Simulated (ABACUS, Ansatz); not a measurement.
# Equation of state of BAs under PBEsol

The structure is cubic, space group F-43m (No. 216). The conventional cell has a = 4.777 Å, b = 4.777 Å, c = 4.777 Å, α = 90.00°, β = 90.00°, γ = 90.00°. Around As (site symmetry -43m) lie 4 B at 2.07 Å. Around B (site symmetry -43m) lie 4 As at 2.07 Å.

The cell was scaled at fixed shape and fractions and run with Ansatz, JTH PAW, cutoff 1350 eV; PBEsol, k mesh 10 × 10 × 10 on the cell of 2 atoms, fermi-dirac occupations of 0.05 eV, no spin polarisation, no spin-orbit coupling. The potentials were made for PBE. Energies are those that the program minimises, any entropy of the smearing included.

```tsv
V (Å³/atom)	energy over the lowest row (meV/atom)
12.8087	19.185
13.0812	7.254
13.3537	?
13.6262	0.000
13.8988	3.618
14.1713	11.445
14.4438	23.072
```

Problem. Fit the third-order Birch-Murnaghan form, give V0, B0 and B′, and predict the energy left open.

Solution. With y = (V0/V)^(2/3), E = E0 + (9 V0 B0/16) [(y - 1)³ B′ + (y - 1)² (6 - 4y)]. Least squares through the rows shown give V0 = 13.5475 Å³/atom, E0 = -0.198 meV, B0 = 140.2 GPa (1 eV/Å³ = 160.218 GPa) and B′ = 4.09, with a largest miss of 0.002 meV. At V = 13.3537 the form with these constants gives 1.045 meV; the run gave 1.044 meV an atom. Other set-ups at this level, from all their volumes (Å³/atom, GPa): ABACUS, PseudoDojo NC SR 0.4.1 PBEsol standard, plane waves: V0 13.557, B0 140.2; Ansatz, Ansatz PAW (made for PBE): V0 13.548, B0 140.4; Ansatz, PseudoDojo standard (made for PBE): V0 13.557, B0 140.2; Ansatz, PseudoDojo stringent (made for PBE): V0 13.558, B0 140.4. Measured volume: 13.62 Å³/atom at 300 K (arxiv:1906.04101), so the fit lies -0.5 % from it. Measured modulus: 148 GPa (arxiv:1911.11281, doi:10.1063/1.5116025), so the fit lies -5.3 % from it. The runs are for a static lattice.
